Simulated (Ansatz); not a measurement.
A relaxation computed with Ansatz, from input to last step.

```yaml
crystal:
  lattice:
    - [2.4808071481, 0.0, 0.0]
    - [-1.2404035741, 2.1484420122, 0.0]
    - [0.0, 0.0, 6.5307122359]
  atoms:
    - { symbol: B, position: [0.0, 0.0, 0.5] }
    - { symbol: B, position: [0.3333333333, 0.6666666667, 0.0] }
    - { symbol: "N", position: [0.0, 0.0, 0.0] }
    - { symbol: "N", position: [0.6666666667, 0.3333333333, 0.5] }
basis:
  ecutwfc: 420
kpoints:
  mp_grid: { grid: [12, 12, 4] }
hamiltonian:
  xc: pbe
  dispersion: d3bj
scf:
  occupations: { method: gaussian, width: 0.02 }
output:
  forces: true
  stress: true
  eigenvalues: true
relax:
  adjacent_minimum: "off"
  f_tol: 0.01
  max_steps: 30
  cell: { stress_tol: 0.1, fix: [volume] }
```

```bash
ansatz run input.yaml --threads 1 --pin off --max-ram 2560MiB --backend cpu --events-out ev --progress --plain --runs-dir out
```

Method: DFT PBE+D3(BJ), scalar-relativistic, plane waves, PAW (Ansatz).

The volume is held at 0.97 times that of the relaxed cell.

Of 6 frames 5 are shown, positions in Å and forces in eV/Å; the SCF threshold varies from step to step. Steps run on the plane waves of an earlier cell, with a Pulay correction in the pressure. The basis is chosen afresh for the last frame, the zero of the energies, and at times for earlier ones too; energy and pressure step there, also at an unchanged geometry.

```xyz
4
Lattice="2.4808 0.0000 0.0000 -1.2404 2.1484 0.0000 0.0000 0.0000 6.5307" Properties=species:S:1:pos:R:3:forces:R:3 pbc="T T T" step=1 free_energy_over_end_meV_per_atom=5.60 pressure_GPa=7.79
B     0.0000    0.0000    3.2654    0.0000    0.0000    0.0000
B     0.0000    1.4323    0.0000    0.0000    0.0000    0.0000
N     0.0000    0.0000    0.0000    0.0000    0.0000    0.0000
N     1.2404    0.7161    3.2654    0.0000    0.0000    0.0000
4
Lattice="2.4956 0.0000 0.0000 -1.2478 2.1613 0.0000 0.0000 0.0000 6.4534" Properties=species:S:1:pos:R:3:forces:R:3 pbc="T T T" step=2 free_energy_over_end_meV_per_atom=0.63 pressure_GPa=3.32
B     0.0000    0.0000    3.2267    0.0000    0.0000    0.0000
B     0.0000    1.4409    0.0000    0.0000    0.0000    0.0000
N     0.0000    0.0000    0.0000    0.0000    0.0000    0.0000
N     1.2478    0.7204    3.2267    0.0000    0.0000    0.0000
4
Lattice="2.5033 0.0000 0.0000 -1.2516 2.1679 0.0000 0.0000 0.0000 6.4140" Properties=species:S:1:pos:R:3:forces:R:3 pbc="T T T" step=3 free_energy_over_end_meV_per_atom=-0.04 pressure_GPa=1.08
B     0.0000    0.0000    3.2070    0.0000    0.0000    0.0000
B     0.0000    1.4453    0.0000    0.0000    0.0000    0.0000
N     0.0000    0.0000    0.0000    0.0000    0.0000    0.0000
N     1.2516    0.7226    3.2070    0.0000    0.0000    0.0000
4
Lattice="2.5033 0.0000 0.0000 -1.2516 2.1679 0.0000 0.0000 0.0000 6.4140" Properties=species:S:1:pos:R:3:forces:R:3 pbc="T T T" step=4 free_energy_over_end_meV_per_atom=0.00 pressure_GPa=1.08
B     0.0000    0.0000    3.2070    0.0000    0.0000    0.0000
B     0.0000    1.4453    0.0000    0.0000    0.0000    0.0000
N     0.0000    0.0000    0.0000    0.0000    0.0000    0.0000
N     1.2516    0.7226    3.2070    0.0000    0.0000    0.0000
4
Lattice="2.5038 0.0000 0.0000 -1.2519 2.1683 0.0000 0.0000 0.0000 6.4115" Properties=species:S:1:pos:R:3:forces:R:3 pbc="T T T" step=6 free_energy_over_end_meV_per_atom=0.00 pressure_GPa=0.94
B     0.0000    0.0000    3.2057    0.0000    0.0000    0.0000
B     0.0000    1.4456    0.0000    0.0000    0.0000    0.0000
N     0.0000    0.0000    0.0000    0.0000    0.0000    0.0000
N     1.2519    0.7228    3.2057    0.0000    0.0000    0.0000
```

Time: 17 s on 1 thread of Arm Neoverse V1, with other jobs on the host, peak memory 0.31 GiB.